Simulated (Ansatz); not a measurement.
# Σ9 (221) boundary in fcc Al with Zr (substitutional): structure and resistance

How much does the Σ9 (221) boundary in fcc Al with Zr (substitutional) reflect electrons?

Main program and level: Ansatz 0.2.0; Ansatz plane-wave DFT, PBE, PAW files; relaxation of a bicrystal slab with its lowest layers held; PAW set soft_1, in the first sound run; inputs show where later runs differ.

**1. Starting point**

The cell holds 28 atoms: 27 Al and 1 Zr. Its edges and angles: a = 2.862 Å, b = 8.587 Å, c = 29.891 Å, α = 90.0°, β = 90.0°, γ = 90.0°. It derives from Al. built on the (2 2 1) plane; 2 overlapping atoms removed and the grains opened by 0 Å. Vacuum lies along c.

**2. Relaxing the bicrystal**

The boundary is built by mirroring the lower grain in the boundary plane and removing any atoms that overlap; then the Zr is put in at the boundary. A thin bicrystal slab is relaxed first, with the lowest layers held and the upper grain free to shift and open.

Input file input.yaml:

```yaml
crystal:
  lattice:
    - [2.862347037, 0.0, 0.0]
    - [0.0, 8.5870411111, 0.0]
    - [0.0, 0.0, 29.8905266676]
  atoms:
    - { symbol: Al, position: [1.0, 0.6666666667, 0.1672770793] }
    - { symbol: Al, position: [0.5, 0.9444444445, 0.1898481659] }
    - { symbol: Al, position: [0.0, 0.2222222223, 0.2124192526] }
    - { symbol: Al, position: [0.5, 0.5, 0.2349903392] }
    - { symbol: Al, position: [0.0, 0.7777777778, 0.2575614258] }
    - { symbol: Al, position: [0.5, 0.0555555556, 0.2801325124] }
    - { symbol: Al, position: [1.0, 0.3333333334, 0.3027035991] }
    - { symbol: Al, position: [0.5, 0.6111111111, 0.3252746857] }
    - { symbol: Al, position: [0.0, 0.8888888889, 0.3478457723] }
    - { symbol: Al, position: [0.5, 0.1666666667, 0.3704168589] }
    - { symbol: Al, position: [0.0, 0.4444444445, 0.3929879456] }
    - { symbol: Al, position: [0.5, 0.7222222222, 0.4155590322] }
    - { symbol: Zr, position: [0.0, 0.0, 0.4381301188] }
    - { symbol: Al, position: [0.0, 0.4444444445, 0.4832722921] }
    - { symbol: Al, position: [0.5, 0.1666666667, 0.5058433787] }
    - { symbol: Al, position: [0.0, 0.8888888889, 0.5284144653] }
    - { symbol: Al, position: [0.5, 0.6111111111, 0.5509855519] }
    - { symbol: Al, position: [1.0, 0.3333333334, 0.5735566386] }
    - { symbol: Al, position: [0.5, 0.0555555556, 0.5961277252] }
    - { symbol: Al, position: [0.0, 0.7777777778, 0.6186988118] }
    - { symbol: Al, position: [0.5, 0.5, 0.6412698984] }
    - { symbol: Al, position: [0.0, 0.2222222223, 0.6638409851] }
    - { symbol: Al, position: [0.5, 0.9444444445, 0.6864120717] }
    - { symbol: Al, position: [1.0, 0.6666666667, 0.7089831583] }
    - { symbol: Al, position: [0.5, 0.3888888889, 0.731554245] }
    - { symbol: Al, position: [0.0, 0.1111111112, 0.7541253316] }
    - { symbol: Al, position: [0.5, 0.8333333334, 0.7766964182] }
    - { symbol: Al, position: [0.0, 0.5555555556, 0.7992675048] }
kpoints:
  mp_grid: { grid: [8, 3, 1] }
hamiltonian:
  xc: pbe
  pseudopotentials: { kind: paw, azcp: { folder: soft_1 } }
scf:
  occupations: { method: fermi_dirac, width: 0.1 }
relax:
  f_tol: 0.03
  max_steps: 80
  constraints: [{ sites: [0, 1, 2, 3, 4] }]
```

The run is started by

```sh
$ ansatz run input.yaml --threads 4 --pin off --max-ram 15360MiB --backend cpu --events-out ev --progress --plain --runs-dir out
```

Numbers of over 12 decimals in the logs are rounded to 6 here.

Log:

```text
Engine: ansatz 0.2.0, aarch64-unknown-linux-gnu
Pseudopotentials: kind: paw
Pseudopotential: Al, paw, valence charge 3, recommended cutoff 420 eV (normal), soft_1/Al.paw.azcp
Pseudopotential: Zr, paw, valence charge 12, recommended cutoff 420 eV (normal), soft_1/Zr.paw.azcp
Functional definition: PBE
  parameter kappa = 0.804
  parameter beta = 0.066725
  exchange = pbe_x(kappa = kappa, mu = beta*pi^2/3)
  correlation = pbe_c(beta = beta)
Crystal: 28 atoms, lattice volume = 734.682 Å³
Basis set: ecut = 420 eV, 14359 PW (Γ), exchange–correlation on 40×120×400 points (8 copies of the dense FFT grid, shifted against one another)
Bands: 75, of which v1, the nominal top of the filled ones, is band 47 counted from 1 (46 counted from 0)
Symmetry: 2 space group operations
Space group: Pm (ITA 6), of the structure as read, at distance tolerance 9.0e-5 Å
k-points: 10 of 24 (time reversal used)
Non-local potential: Al, projectors of the file, l = 0: 2, l = 1: 2, l = 2: 1
Non-local potential: Zr, projectors of the file, l = 0: 3, l = 1: 2, l = 2: 2, l = 3: 1
PAW form: soft (Blöchl's): semilocal exchange-correlation on the pseudo side does not see the compensation charge
PAW one-centre angular grid: Al, 110 points (default); XC on 64 Gauss nodes
PAW one-centre angular grid: Zr, 590 points (default); XC on 64 Gauss nodes
Initial density: superposition of atomic densities (neutral atoms: chi_scale 0, normalization atom)
Initial wavefunctions: pseudopotential atomic-orbital guess
Functional: x = pbe(κ = 0.804, μ = 0.219515), c = pbe(β = 0.066725)
SCF iter   1: F=—  HF=-18698.112889 eV  |F-HF|=—  |Δ(HF+E_count)|=         —  Δρ=2.65e-2  dr2=9.44e1  ethr=3.10e-3  ⟨swp⟩=9.5  Hψ=4524  notcnv=0  defer=10
preconditioner: auto → LDOS  [metal: Δε(μ)=0.049 eV  Ē_g=6.387 eV  σ=0.100 eV  W_gap=0.12  n_scr=78 (ndim 8)  ℏωp=12.6 eV  f_vac=0.249  D(μ)=11.79/eV (n_scr^D=64)  β→1.0]
SCF iter   2: F=—  HF=-18693.902207 eV  |F-HF|=—  |Δ(HF+E_count)|=    4.21e0  Δρ=1.31e-2  dr2=1.56e1  ethr=3.10e-3  ⟨swp⟩=6.5  Hψ=2203  notcnv=0  defer=55
SCF iter   3: F=—  HF=-18693.264398 eV  |F-HF|=—  |Δ(HF+E_count)|=   6.38e-1  Δρ=2.85e-3  dr2=4.43e-1  ethr=3.10e-3  ⟨swp⟩=5.8  Hψ=1723  notcnv=0  defer=48
SCF iter   4: F=—  HF=-18693.227317 eV  |F-HF|=—  |Δ(HF+E_count)|=   3.71e-2  Δρ=6.57e-4  dr2=6.22e-3  ethr=4.76e-4  ⟨swp⟩=2.7  Hψ=1168  notcnv=0  defer=48
SCF iter   5: F=—  HF=-18693.227594 eV  |F-HF|=—  |Δ(HF+E_count)|=   2.77e-4  Δρ=2.12e-4  dr2=1.85e-3  ethr=6.69e-6  ⟨swp⟩=2.2  Hψ=1276  notcnv=0  defer=48
SCF iter   6: F=—  HF=-18693.227624 eV  |F-HF|=—  |Δ(HF+E_count)|=   3.01e-5  Δρ=6.41e-5  dr2=1.24e-4  ethr=1.99e-6  ⟨swp⟩=2.3  Hψ=985  notcnv=0  defer=48
SCF iter   7: F=-18693.227632 eV  HF=-18693.227634 eV  |F-HF|=2.13e-6  |Δ(HF+E_count)|=   1.05e-5  Δρ=1.68e-5  dr2=6.37e-6  ethr=2.42e-8  ⟨swp⟩=3.5  Hψ=2964  notcnv=0
SCF 1 converged in 7 iterations: F = -18693.227632 eV  dr2 = 6.37e-6
  greatest PAW one-centre occupation: 0.997 electrons in one spin orbital (limit 2), on the Zr atom at site 12 (counted from 0), in its partial waves of l = 0
relax step   1: F+E_penalty+E_count = -18693.22763203 eV  Δ(F+E_penalty+E_count) = +0.000e0 eV  max|allowed force component| = 4.768e-1 eV/Å  Δτ_max = 0.0000 Å  (7 SCF iters, dr2 threshold 2.25e-5 eV, accepted)
Initial density: handed on by an earlier stage of this run
Initial wavefunctions: those handed on with the density
SCF iter   1: F=—  HF=-18693.621799 eV  |F-HF|=—  |Δ(HF+E_count)|=         —  Δρ=6.88e-3  dr2=6.21e0  ethr=3.10e-3  ⟨swp⟩=5.8  Hψ=2352  notcnv=0  defer=34
preconditioner: auto → LDOS  [metal: Δε(μ)=0.008 eV  Ē_g=6.277 eV  σ=0.100 eV  W_gap=0.02  n_scr=78 (ndim 8)  ℏωp=12.6 eV  f_vac=0.263  D(μ)=12.27/eV (n_scr^D=64)  β→1.0]
SCF iter   2: F=—  HF=-18693.382246 eV  |F-HF|=—  |Δ(HF+E_count)|=   2.40e-1  Δρ=2.37e-3  dr2=2.37e-1  ethr=3.10e-3  ⟨swp⟩=2.6  Hψ=924  notcnv=0  defer=40
SCF iter   3: F=—  HF=-18693.364856 eV  |F-HF|=—  |Δ(HF+E_count)|=   1.74e-2  Δρ=6.15e-4  dr2=1.18e-2  ethr=2.55e-4  ⟨swp⟩=2.4  Hψ=1231  notcnv=0  defer=43
SCF iter   4: F=—  HF=-18693.363603 eV  |F-HF|=—  |Δ(HF+E_count)|=   1.25e-3  Δρ=1.31e-4  dr2=3.22e-4  ethr=1.26e-5  ⟨swp⟩=2.1  Hψ=1164  notcnv=0  defer=42
SCF iter   5: F=—  HF=-18693.363616 eV  |F-HF|=—  |Δ(HF+E_count)|=   1.37e-5  Δρ=4.37e-5  dr2=2.35e-5  ethr=3.46e-7  ⟨swp⟩=2.1  Hψ=1206  notcnv=0  defer=42
SCF iter   6: F=-18693.363615 eV  HF=-18693.363616 eV  |F-HF|=7.57e-7  |Δ(HF+E_count)|=   5.20e-7  Δρ=1.34e-5  dr2=2.07e-6  ethr=1.53e-8  ⟨swp⟩=5.0  Hψ=2313  notcnv=0
SCF 2 converged in 6 iterations: F = -18693.363615 eV  dr2 = 2.07e-6
relax step   2: F+E_penalty+E_count = -18693.36361501 eV  Δ(F+E_penalty+E_count) = -1.360e-1 eV  max|allowed force component| = 3.090e-1 eV/Å  Δτ_max = 0.1938 Å  (6 SCF iters, dr2 threshold 1.42e-5 eV, accepted)
iter 1 solved again at ethr=8.98e-4 eV; its pass at ethr=3.10e-3 eV (dr2=8.35e-1 eV) is discarded
SCF iter   1: F=—  HF=-18693.452424 eV  |F-HF|=—  |Δ(HF+E_count)|=         —  Δρ=2.72e-3  dr2=8.70e-1  ethr=8.98e-4  ⟨swp⟩=1.0  Hψ=2458  notcnv=0  defer=44
preconditioner: auto → LDOS  [metal: Δε(μ)=0.022 eV  Ē_g=6.244 eV  σ=0.100 eV  W_gap=0.05  n_scr=78 (ndim 8)  ℏωp=12.6 eV  f_vac=0.265  D(μ)=12.79/eV (n_scr^D=64)  β→1.0]
SCF iter   2: F=—  HF=-18693.419693 eV  |F-HF|=—  |Δ(HF+E_count)|=   3.27e-2  Δρ=6.94e-4  dr2=9.26e-3  ethr=8.98e-4  ⟨swp⟩=1.1  Hψ=711  notcnv=0  defer=44
SCF iter   3: F=—  HF=-18693.418332 eV  |F-HF|=—  |Δ(HF+E_count)|=   1.36e-3  Δρ=2.36e-4  dr2=2.64e-3  ethr=9.96e-6  ⟨swp⟩=2.5  Hψ=1394  notcnv=0  defer=44
SCF iter   4: F=—  HF=-18693.417866 eV  |F-HF|=—  |Δ(HF+E_count)|=   4.66e-4  Δρ=9.19e-5  dr2=4.85e-4  ethr=2.83e-6  ⟨swp⟩=1.0  Hψ=750  notcnv=0  defer=44
SCF iter   5: F=—  HF=-18693.417848 eV  |F-HF|=—  |Δ(HF+E_count)|=   1.77e-5  Δρ=1.54e-5  dr2=1.22e-5  ethr=5.21e-7  ⟨swp⟩=1.8  Hψ=937  notcnv=0  defer=44
SCF iter   6: F=-18693.417850 eV  HF=-18693.417850 eV  |F-HF|=1.41e-7  |Δ(HF+E_count)|=   2.24e-6  Δρ=3.60e-6  dr2=2.50e-7  ethr=6.42e-9  ⟨swp⟩=5.0  Hψ=2309  notcnv=0
SCF 3 converged in 6 iterations: F = -18693.417850 eV  dr2 = 2.50e-7
relax step   3: F+E_penalty+E_count = -18693.41785018 eV  Δ(F+E_penalty+E_count) = -5.424e-2 eV  max|allowed force component| = 1.273e-1 eV/Å  Δτ_max = 0.1025 Å  (6 SCF iters, dr2 threshold 5.97e-6 eV, accepted)
[...]
relax step   4: F+E_penalty+E_count = -18693.43882669 eV  Δ(F+E_penalty+E_count) = -2.098e-2 eV  max|allowed force component| = 5.214e-2 eV/Å  Δτ_max = 0.2000 Å  (5 SCF iters, dr2 threshold 2.75e-6 eV, accepted)
[...]
relax step   5: F+E_penalty+E_count = -18693.44466822 eV  Δ(F+E_penalty+E_count) = -5.842e-3 eV  max|allowed force component| = 2.809e-2 eV/Å  Δτ_max = 0.0836 Å  (6 SCF iters, accepted)
[...]
relax step   6: F+E_penalty+E_count = -18693.44636735 eV  Δ(F+E_penalty+E_count) = -1.699e-3 eV  max|allowed force component| = 1.240e-2 eV/Å  Δτ_max = 0.0414 Å  (6 SCF iters, accepted)
[...]
relax step   7: F+E_penalty+E_count = -18693.44717095 eV  Δ(F+E_penalty+E_count) = -8.036e-4 eV  max|allowed force component| = 9.469e-3 eV/Å  Δτ_max = 0.0397 Å  (6 SCF iters, accepted)
SCF iter   1: F=—  HF=-18693.450337 eV  |F-HF|=—  |Δ(HF+E_count)|=         —  Δρ=1.05e-3  dr2=1.36e-2  ethr=1.57e-4  ⟨swp⟩=3.5  Hψ=1770  notcnv=0  defer=46
preconditioner: auto → LDOS  [metal: Δε(μ)=0.049 eV  Ē_g=6.258 eV  σ=0.100 eV  W_gap=0.12  n_scr=78 (ndim 8)  ℏωp=12.6 eV  f_vac=0.267  D(μ)=12.52/eV (n_scr^D=64)  β→1.0]
SCF iter   2: F=—  HF=-18693.448263 eV  |F-HF|=—  |Δ(HF+E_count)|=   2.07e-3  Δρ=2.15e-4  dr2=3.84e-3  ethr=1.47e-5  ⟨swp⟩=2.2  Hψ=1185  notcnv=0  defer=46
SCF iter   3: F=—  HF=-18693.448151 eV  |F-HF|=—  |Δ(HF+E_count)|=   1.13e-4  Δρ=6.03e-5  dr2=1.85e-4  ethr=4.13e-6  ⟨swp⟩=1.7  Hψ=881  notcnv=0  defer=46
SCF iter   4: F=—  HF=-18693.448158 eV  |F-HF|=—  |Δ(HF+E_count)|=   6.77e-6  Δρ=3.35e-5  dr2=1.45e-5  ethr=1.99e-7  ⟨swp⟩=2.0  Hψ=1135  notcnv=0  defer=46
SCF iter   5: F=—  HF=-18693.447887 eV  |F-HF|=—  |Δ(HF+E_count)|=   2.71e-4  Δρ=6.92e-6  dr2=8.62e-7  ethr=1.56e-8  ⟨swp⟩=2.2  Hψ=1192  notcnv=0  defer=46
SCF iter   6: F=-18693.447887 eV  HF=-18693.447887 eV  |F-HF|=4.95e-9  |Δ(HF+E_count)|=   6.04e-8  Δρ=1.66e-6  dr2=2.65e-8  ethr=1.08e-10  ⟨swp⟩=5.8  Hψ=2690  notcnv=0
SCF 8 converged in 6 iterations: F = -18693.447887 eV  dr2 = 2.65e-8
relax step   8: F+E_penalty+E_count = -18693.44788698 eV  Δ(F+E_penalty+E_count) = -7.160e-4 eV  max|allowed force component| = 1.238e-2 eV/Å  Δτ_max = 0.0423 Å  (6 SCF iters, accepted)
SCF converged after 6 iterations
Free energy (F): -18693.447887 eV
Harris-Foulkes:  -18693.447887 eV  (|F-HF|=4.95e-9)
Internal energy: -18693.035744 eV  (E = F + TS)
E sigma→0 (E₀):  -18693.241815 eV
Entropy (-TS):   -0.412143 eV (-14.719 meV/atom)
Fermi energy:    3.801519 eV
--- Per-component energies (eV) ---
  E_band       = -247.787237
  E_kinetic    = 907.251180
  E_local      = -22571.288355  (includes V_loc(G=0)·N_el)
  E_nonlocal   = 348.260781
  E_hartree    = 11106.666719
  E_xc         = -1161.838988
  E_vxc        = -956.313107  (∫ρ·V_xc dr)
  E_paw        = -15638.003270  (= ΣΔE_a)
  E_vpaw       = -189.028710  (= ΣTr[D̂ρ^β])
  E_aug_tail   = -0.000082  (compensation charges beyond the density's cutoff)
  E_ewald      = 8315.916271
  E_smearing   = -0.412143  (= −TS)
  E_closure    = -0.000000  (closes the sum)
  Σ components = -18693.447887   (vs F -18693.447887, Δ=0.00e0)
--- Forces (eV/Å), atoms counted from 1 ---
  atom   1  Al     0.00000000     0.08752149     0.16564242
  atom   2  Al     0.00000000    -0.01417662     0.02295890
  atom   3  Al     0.00000000     0.00155897     0.03820261
  atom   4  Al     0.00000000    -0.04721620    -0.23288926
  atom   5  Al     0.00000000    -0.03143887    -0.00161025
  atom   6  Al     0.00000000     0.00115975    -0.00337847
  atom   7  Al     0.00000000     0.00036526     0.00045961
  atom   8  Al     0.00000000     0.00330874     0.00645770
  atom   9  Al     0.00000000    -0.00246136     0.00616799
  atom  10  Al     0.00000000    -0.00611248     0.00315861
  atom  11  Al     0.00000000    -0.00373409     0.00074337
  atom  12  Al     0.00000000    -0.00781853    -0.01238468
  atom  13  Zr     0.00000000     0.00064238    -0.00090932
  atom  14  Al     0.00000000     0.01067155     0.00646318
  atom  15  Al     0.00000000     0.00327872    -0.00391218
  atom  16  Al     0.00000000    -0.00024429    -0.00570341
  atom  17  Al     0.00000000     0.00200284     0.00287873
  atom  18  Al     0.00000000    -0.00146337    -0.00103987
  atom  19  Al     0.00000000     0.00548697     0.00385039
  atom  20  Al     0.00000000     0.00119978     0.00168067
  atom  21  Al     0.00000000    -0.00621110     0.00417787
  atom  22  Al     0.00000000     0.00640091     0.00041313
  atom  23  Al     0.00000000    -0.00191865    -0.00170321
  atom  24  Al     0.00000000     0.00040366     0.00070660
  atom  25  Al     0.00000000    -0.00356740    -0.00198047
  atom  26  Al     0.00000000     0.00060140     0.00073883
  atom  27  Al     0.00000000     0.00017073    -0.00115684
  atom  28  Al     0.00000000     0.00155986     0.00193494
  max |Σ_I F_I| component: 3.24e-5 eV/Å
--- Relaxed structure (8 steps of the walk, 8 accepted, 0 SCFs on fresh bases) ---
  F+E_penalty+E_count = -18693.44788698 eV   max|allowed force component| = 1.238e-2 eV/Å
  atoms:
    - { symbol: Al, position: [1.0, 0.666667, 0.1672770793] }
    - { symbol: Al, position: [0.5, 0.944444, 0.1898481659] }
    - { symbol: Al, position: [0.0, 0.222222, 0.2124192526] }
    - { symbol: Al, position: [0.5, 0.500000, 0.2349903392] }
    - { symbol: Al, position: [0.0, 0.777778, 0.2575614258] }
    - { symbol: Al, position: [0.5, 0.053479, 0.279617] }
    - { symbol: Al, position: [1.0, 0.338785, 0.300866] }
    - { symbol: Al, position: [0.5, 0.616719, 0.324931] }
    - { symbol: Al, position: [0.0, 0.885393, 0.348483] }
    - { symbol: Al, position: [0.5, 0.179273, 0.365583] }
    - { symbol: Al, position: [0.0, 0.454487, 0.391445] }
    - { symbol: Al, position: [0.5, 0.723978, 0.430691] }
    - { symbol: Zr, position: [0.0, 0.027202, 0.437397] }
    - { symbol: Al, position: [0.0, 0.481337, 0.482407] }
    - { symbol: Al, position: [0.5, 0.203789, 0.505578] }
    - { symbol: Al, position: [0.0, 0.909508, 0.527640] }
    - { symbol: Al, position: [0.5, 0.640705, 0.549017] }
    - { symbol: Al, position: [1.0, 0.367540, 0.572353] }
    - { symbol: Al, position: [0.5, 0.086963, 0.594487] }
    - { symbol: Al, position: [0.0, 0.805354, 0.616993] }
    - { symbol: Al, position: [0.5, 0.528126, 0.639555] }
    - { symbol: Al, position: [0.0, 0.252334, 0.660728] }
    - { symbol: Al, position: [0.5, 0.970837, 0.682621] }
    - { symbol: Al, position: [1.0, 0.695592, 0.705173] }
    - { symbol: Al, position: [0.5, 0.413365, 0.732239] }
    - { symbol: Al, position: [0.0, 0.139868, 0.749961] }
    - { symbol: Al, position: [0.5, 0.871879, 0.772795] }
    - { symbol: Al, position: [0.0, 0.602275, 0.793384] }
```

The job ended after 94 s (4 threads of Arm Neoverse V1, shared host; peak memory 1.5 GiB).

Step by step:

```tsv
step	energy less that of the first step (eV)	largest force component (eV/Å)
1	0.0000	0.4768
2	-0.1360	0.3090
3	-0.1902	0.1273
4	-0.2112	0.0521
5	-0.2170	0.0281
6	-0.2187	0.0124
7	-0.2195	0.0095
8	-0.2203	0.0124
```

The run keeps the 2 symmetry operations that it works with, so distortions that break them were not tested.

The atoms that moved most (Å):

```tsv
atom	dx	dy	dz	length
Al12	0.000	0.015	0.452	0.453
Al28	0.000	0.401	-0.176	0.438
Al27	0.000	0.331	-0.117	0.351
Al15	0.000	0.319	-0.008	0.319
Al14	0.000	0.317	-0.026	0.318
Al18	0.000	0.294	-0.036	0.296
Al26	0.000	0.247	-0.124	0.277
Al22	0.000	0.259	-0.093	0.275
```

This step gave:

```
free energy             : -18693.4479 eV
energy at zero smearing : -18693.2418 eV
Fermi energy            : 3.802 eV
```

The largest force component on a free atom ends at 0.012 eV/Å, under the tolerance of 0.03, after 8 steps.

(Continued in part 2 of 2.)

[Logs are printed without paths, hosts, clocks, repeated set-up lines and the standing remarks that a program may print on its own settings, such as how far it seeks lower states.]

[Hosts, paths, dates, database ids (printed as entryN), source tags and the programs' standing remarks are cut or masked in the printed files.]
